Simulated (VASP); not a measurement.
# NaF: convergence, excitations by TDDFT

NaF, Fm-3m (no. 225), 2 atoms in the cell. PBE, TDDFT by the Casida equation; PAW potentials Na_sv_GW, F_GW (PBE set). VASP 6.6.1.

Wanted: first bright excitation within 0.05 eV; spectrum broadened by 0.3 eV (imaginary part of ε) within 12 %.

Kernel: local xc kernel.

POSCAR:
```
NaF
1.0
    0.0000000000      2.3200000000      2.3200000000
    2.3200000000      0.0000000000      2.3200000000
    2.3200000000      2.3200000000      0.0000000000
Na F
1 1
Direct
    0.0000000000      0.0000000000      0.0000000000
    0.5000000000      0.5000000000      0.5000000000
```

The series start from Conduction bands in the pairs: 4; Valence bands in the pairs: 3; Largest pair energy, which also ends the spectrum (eV): 25; Cutoff of the response function (eV): 150; Grid for exchange-like terms: Normal; k mesh: 6 × 6 × 6. Each series keeps the choices made before it, and each single choice may use up half of a tolerance. Times cover all steps of a run.

## Conduction bands in the pairs

| Conduction bands in the pairs | First bright excitation (eV) | Spectrum broadened by 0.3 eV (imaginary part of ε), largest deviation against the largest value | Time (s) |
|---|---|---|---|
| 1 | 6.306 | 93 % | 15 |
| 2 | 6.306 | 62 % | 20 |
| 4 | 6.306 | 3 % | 40 |
| 6 | 6.306 | 0.07 % | 58 |
| 8 (reference) | 6.306 | 0 % | 65 |

## Valence bands in the pairs

| Valence bands in the pairs | First bright excitation (eV) | Spectrum broadened by 0.3 eV (imaginary part of ε), largest deviation against the largest value | Time (s) |
|---|---|---|---|
| 1 | 6.306 | 63 % | 16 |
| 2 | 6.306 | 21 % | 24 |
| 3 | 6.306 | 0 % | 40 |
| 4 | 6.306 | 0 % | 38 |
| 6 (reference) | 6.306 | 0 % | 50 |

## Largest pair energy, which also ends the spectrum (eV)

| Largest pair energy, which also ends the spectrum (eV) | First bright excitation (eV) | Spectrum broadened by 0.3 eV (imaginary part of ε), largest deviation against the largest value | Time (s) |
|---|---|---|---|
| 6 | refused | refused | 9.6 |
| 9 | 6.306 | 100 % | 6.1 |
| 13 | 6.306 | 100 % | 27 |
| 18 | 6.306 | 64 % | 30 |
| 25 (reference) | 6.306 | 0 % | 40 |

VASP's message at the runs that stop: The number of conduction band and valence band pairs is zero. This indicates that NBANDSV or NBANDSO are not properly set up. The VASP default is to set them to the number of occupied orbitals. Try to set them manually. It is also possible that OMEGAMAX is too small; please increase it.

## Cutoff of the response function (eV)

| Cutoff of the response function (eV) | First bright excitation (eV) | Spectrum broadened by 0.3 eV (imaginary part of ε), largest deviation against the largest value | Time (s) |
|---|---|---|---|
| 40 | 6.305 | 7.2 % | 30 |
| 80 | 6.305 | 5.4 % | 32 |
| 120 | 6.305 | 4.5 % | 29 |
| 150 | 6.306 | 1.8 % | 40 |
| 200 (reference) | 6.307 | 0 % | 31 |

## Grid for exchange-like terms

| Grid for exchange-like terms | First bright excitation (eV) | Spectrum broadened by 0.3 eV (imaginary part of ε), largest deviation against the largest value | Time (s) |
|---|---|---|---|
| Normal | 6.305 | 0 % | 32 |
| Fast | 6.305 | 0 % | 20 |

## k mesh

| k mesh | First bright excitation (eV) | Spectrum broadened by 0.3 eV (imaginary part of ε), largest deviation against the largest value | Time (s) |
|---|---|---|---|
| 4 × 4 × 4 | 6.306 | 43 % | 5.5 |
| 6 × 6 × 6 | 6.305 | 21 % | 20 |
| 8 × 8 × 8 (reference) | 6.305 | 0 % | 119 |

## Question

The rows run from the loosest to the tightest (no order: grid for exchange-like terms). For each series: choose the loosest value from which every tighter one stays within half of the tolerance; where there is no order, keep the first row unless others stay within half of the tolerance and take at least 30 % less time, and then take the fastest.

## Answer

- Conduction bands in the pairs: 4
- Valence bands in the pairs: 3
- Largest pair energy, which also ends the spectrum (eV): 25, the tightest run, since the next looser one is off by more than half of the tolerance (convergence isn't shown beyond it)
- Cutoff of the response function (eV): 80
- Grid for exchange-like terms: Fast
- k mesh: 8 × 8 × 8, the tightest run, since the next looser one is off by more than half of the tolerance (convergence isn't shown beyond it)

## All choices together

| Input | First bright excitation (eV) | Spectrum broadened by 0.3 eV (imaginary part of ε), largest deviation against the largest value | Time (s) |
|---|---|---|---|
| default band counts on the coarsest mesh (naive) | 6.309 | 42 % | 44 |
| chosen settings | 6.305 | 4 % | 119 |
| reference settings throughout | 6.306 | 0 % | 625 |

The chosen settings stay within the tolerance of the reference run, but the reference itself isn't shown to be converged in: Largest pair energy, which also ends the spectrum (eV), k mesh.

## The input

INCAR.step1:
```
PREC = Accurate
ENCUT = 490
ISMEAR = 0
SIGMA = 0.02
EDIFF = 1E-7
LASPH = T
KPAR = 4
LWAVE = T
LCHARG = F
LOPTICS = T
ALGO = Normal
NBANDS = 20
NEDOS = 2000
CSHIFT = 0.1
GGA = PE
```

INCAR.step2:
```
PREC = Accurate
ENCUT = 490
ISMEAR = 0
SIGMA = 0.02
EDIFF = 1E-7
LASPH = T
KPAR = 4
LWAVE = F
LCHARG = F
ALGO = TDHF
NBANDS = 20
NBANDSO = 3
NBANDSV = 4
IBSE = 2
NBSEEIG = 4
LHARTREE = T
LADDER = F
LFXC = T
ENCUTGW = 80
GGA = PE
PRECFOCK = Fast
ANTIRES = 0
OMEGAMAX = 25
CSHIFT = 0.15
NOMEGA = 1000
ISTART = 1
```

KPOINTS:
```
Automatic mesh
0
Gamma
  8 8 8
  0 0 0
```

Commands (each step's output is kept before the next begins):
```
cat potpaw_PBE.64/Na_sv_GW/POTCAR potpaw_PBE.64/F_GW/POTCAR > POTCAR
cp INCAR.step1 INCAR
mpirun -np 4 vasp_std > vasp.out
cp INCAR.step2 INCAR
mpirun -np 4 vasp_std > vasp.out
```

Limits: The 8×8×8 mesh is coarse for a spectrum: peaks stand apart that a denser mesh merges; the pairs hold 3 valence and 4 conduction bands, and what lies beyond is missing from ε.

The chosen input took VASP 6.6.1 119 s on 4 cores (Intel Xeon 6975P-C (Granite Rapids)), a shared host.

## An input that fails: no orbital derivatives

VASP's message: WAVEDER is missing or contains insufficient number of bands for this calculation, which will result in incorrect transitions and dielectric function. You should redo the groundstate calculation with LOPTICS = .TRUE. If you wish to proceed anyway, you can set IDIOT = ….

Changes against the starting input:
```
(step 1)
- LOPTICS = True
```
